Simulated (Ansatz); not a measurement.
# ZnSe: the cost of one run

Method: DFT PBEsol, scalar-relativistic, plane waves, PAW, in Ansatz 0.2.0.

3 further runs of the same task are left out: 3 set aside as unsound or not needed.

## (1) The structure to begin with

Symmetry: F-43m, No. 216, cubic system. Conventional cell: a = 5.633 Å, b = 5.633 Å, c = 5.633 Å, α = 90.00°, β = 90.00°, γ = 90.00°. Zn (site symmetry -43m) has 4 Se at 2.44 Å as nearest neighbours. Se (site symmetry -43m) has 4 Zn at 2.44 Å as nearest neighbours.

Structure file:

```
Zn Se
1.0
     0.00000    2.81660    2.81660
     2.81660    0.00000    2.81660
     2.81660    2.81660    0.00000
Zn Se
1 1
Cartesian
  0.0000 0.0000 0.0000
  1.4083 1.4083 1.4083
```

It is the result of an earlier relaxation at this level (volume 22.34 Å³/atom; gap on the mesh: 1.24 eV).

## (2) Next: the (110) antiphase boundary, species swapped

The upper half of the cell takes the other sublattice, which makes two boundaries. Atoms and height relax; energies count from the bulk on a matched mesh, -4353.2275 eV an atom.

The cell holds 8 Zn, 8 Se: a = 3.983 Å, b = 5.633 Å, c = 15.933 Å, α = 90.00°, β = 90.00°, γ = 90.00°.

## (3) Relaxing it

input.yaml reads:

```yaml
crystal:
  lattice:
    - [3.9832742801, 0.0, 0.0]
    - [0.0, 5.6332005096, 0.0]
    - [0.0, 0.0, 15.9330971204]
  atoms:
    - { symbol: Zn, position: [0.0, 0.0, 0.0] }
    - { symbol: Se, position: [1.0, 0.75, 0.125] }
    - { symbol: Zn, position: [0.5, 0.5, 0.125] }
    - { symbol: Se, position: [0.5, 0.25, 0.25] }
    - { symbol: Zn, position: [1.0, 0.0, 0.25] }
    - { symbol: Se, position: [1.0, 0.75, 0.375] }
    - { symbol: Zn, position: [0.5, 0.5, 0.375] }
    - { symbol: Zn, position: [0.5, 0.25, 0.5] }
    - { symbol: Se, position: [1.0, 0.0, 0.5] }
    - { symbol: Zn, position: [1.0, 0.75, 0.625] }
    - { symbol: Se, position: [0.5, 0.5, 0.625] }
    - { symbol: Zn, position: [0.5, 0.25, 0.75] }
    - { symbol: Se, position: [0.0, 0.0, 0.75] }
    - { symbol: Zn, position: [1.0, 0.75, 0.875] }
    - { symbol: Se, position: [0.5, 0.5, 0.875] }
    - { symbol: Se, position: [0.5, 0.25, 1.0] }
basis:
  ecutwfc: 420
kpoints:
  mp_grid: { grid: [8, 6, 2] }
hamiltonian:
  xc: pbesol
scf:
  occupations: { method: gaussian, width: 0.05 }
output:
  forces: true
  stress: true
  eigenvalues: true
  populations: true
  write_density: true
  write_potential: true
  elf: true
  volumetric_format: npy
relax:
  adjacent_minimum: "off"
  f_tol: 0.02
  max_steps: 45
  cell: { fix: [a, b, alpha, beta, gamma], stress_tol: 0.1 }
```

On the command line:

```
ansatz run input.yaml --threads 2 --pin off --max-ram 5120MiB --backend cpu --events-out ev --progress --plain --runs-dir out
```

Q: Estimate wall time and peak memory on 2 threads of Intel Xeon Platinum 8259CL at 2.50GHz (Skylake/Cascade Lake), shared host.

About 13 min, with a peak of 1.8 GiB.
